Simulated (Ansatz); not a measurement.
Al:

```
CELL_PARAMETERS angstrom
0.00000 2.02481 2.02481
2.02481 0.00000 2.02481
2.02481 2.02481 0.00000
ATOMIC_POSITIONS crystal
Al 0.00000 0.00000 0.00000
```

* Program: Ansatz 0.2.0
* Task: relaxation of cell and atoms
* Functional: PBEsol
* Potentials or basis: Ansatz PAW
* Cutoff: 420 eV (not typed: the program's choice for these potentials)
* k mesh: 11 × 11 × 11
* Occupations: fermi-dirac, width 0.05 eV
* Spin: no spin polarisation

At the start: volume 16.60 Å³/atom.

**Question.** How do energy, volume and symmetry change on relaxing?

**Answer.** It ends after 4 steps and the volume is 16.21 Å³/atom (-2.4 %); space group Fm-3m (No. 225, to 0.05 Å).

The path:
```
step  energy change (eV)  largest force (eV/Å)  volume (Å³)
   1              0.0000                0.0000        16.60
   2             -0.0025                0.0000        16.13
   3             -0.0026                0.0000        16.21
   4             -0.0025                0.0000        16.21
```

Final structure:
```cif
data_structure
_symmetry_space_group_name_H-M 'P 1'
_symmetry_Int_Tables_number 1
_cell_length_a 2.8407
_cell_length_b 2.8407
_cell_length_c 2.8407
_cell_angle_alpha 60.000
_cell_angle_beta 60.000
_cell_angle_gamma 60.000
_cell_volume 16.21
loop_
_atom_site_label
_atom_site_type_symbol
_atom_site_fract_x
_atom_site_fract_y
_atom_site_fract_z
_atom_site_occupancy
Al1 Al 0.00000 0.00000 0.00000 1
```

The cell as given is a measured one (16.60 Å³/atom); PBEsol puts the equilibrium volume -2.4 % from it, thermal expansion not counted.

Caveat: the plane-wave basis is chosen anew once the cell has moved, so the energies of steps on either side of that aren't comparable; the PAW data sets come from PBE, with cores solved anew for the run's functional, which leaves a small shift of forces and pressure.
